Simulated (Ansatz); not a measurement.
## Cu, bcc: how the functional moves the structure

All rows: Ansatz, plane waves with scalar-relativistic PAW, 420 eV (500 eV for the SCAN forms), relaxed under each functional, no dispersion correction, no zero-point motion. B₀ comes from uniform scaling at fixed shape; a dash is a value not given.

```json
{"functional": "PBE", "V (Å³/atom)": "12.00", "cell": "a = 2.885 Å", "B₀ (GPa)": "138", "magnetic state": "spin not included", "ΔE to fcc (meV/atom)": "36"}
{"functional": "r²SCAN", "V (Å³/atom)": "11.48", "cell": "a = 2.842 Å", "B₀ (GPa)": "161", "magnetic state": "spin not included", "ΔE to fcc (meV/atom)": "34"}
{"functional": "PBEsol", "V (Å³/atom)": "11.35", "cell": "a = 2.832 Å", "B₀ (GPa)": "166", "magnetic state": "spin not included", "ΔE to fcc (meV/atom)": "38"}
{"functional": "LDA", "V (Å³/atom)": "10.93", "cell": "a = 2.796 Å", "B₀ (GPa)": "186", "magnetic state": "spin not included", "ΔE to fcc (meV/atom)": "40"}
{"functional": "revPBE", "V (Å³/atom)": "12.32", "cell": "a = 2.910 Å", "B₀ (GPa)": "126", "magnetic state": "spin not included", "ΔE to fcc (meV/atom)": "35"}
{"functional": "RPBE", "V (Å³/atom)": "12.44", "cell": "a = 2.920 Å", "B₀ (GPa)": "121", "magnetic state": "spin not included", "ΔE to fcc (meV/atom)": "35"}
{"functional": "BLYP", "V (Å³/atom)": "12.76", "cell": "a = 2.944 Å", "B₀ (GPa)": "112", "magnetic state": "spin not included", "ΔE to fcc (meV/atom)": "34"}
```

LDA gives the smallest volume and BLYP the largest.
